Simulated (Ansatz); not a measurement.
NaF, one cell by several methods

```
CELL_PARAMETERS angstrom
0.00000 2.34653 2.32330
2.34653 0.00000 2.32330
2.34653 2.34653 0.00000
ATOMIC_POSITIONS crystal
Na 0.00000 0.00000 0.00000
F 0.50000 0.50000 0.50000
```

Atom numbers follow the list: Na1, F2.

The cell comes from COD entry 9007459, which wasn't checked; take it as a given geometry. The listed cell was then made from it by scaling, straining or moving an atom.

All numbers are computed: DFT, LDA, PAW with Ansatz's default frozen-core files, scalar-relativistic (Ansatz 0.2.0); DFT, LDA, all-electron LAPW, scalar-relativistic (Ansatz 0.2.0).

For PAW: a Γ-centred 10×10×10 k mesh, Fermi–Dirac smearing of 0.02 eV, cutoff 420 eV, no spin polarisation; the PAW files were made with PBE, and the program remakes their frozen cores for this functional. LAPW targets a basis error of 0.5 meV/atom. The Ansatz runs share mesh, smearing and spin set-up. Plane-wave (PAW) pressures include the program's estimate of the Pulay term.

Stress and pressure are positive in compression.

The change that made this cell: equal xx and yy strain of +1 %.

PAW results:

| quantity | PAW |
| --- | --- |
| pressure (GPa) | -5.35 |
| stress xx (GPa) | -5.53 |
| stress zz (GPa) | -4.98 |
| band gap (eV) | 5.832 |

Task: What does LAPW (all electrons) give for the same quantities?

Result: 
```tsv
quantity	LAPW
pressure (GPa)	-5.32
stress xx (GPa)	-5.50
stress zz (GPa)	-4.95
band gap (eV)	5.820
```
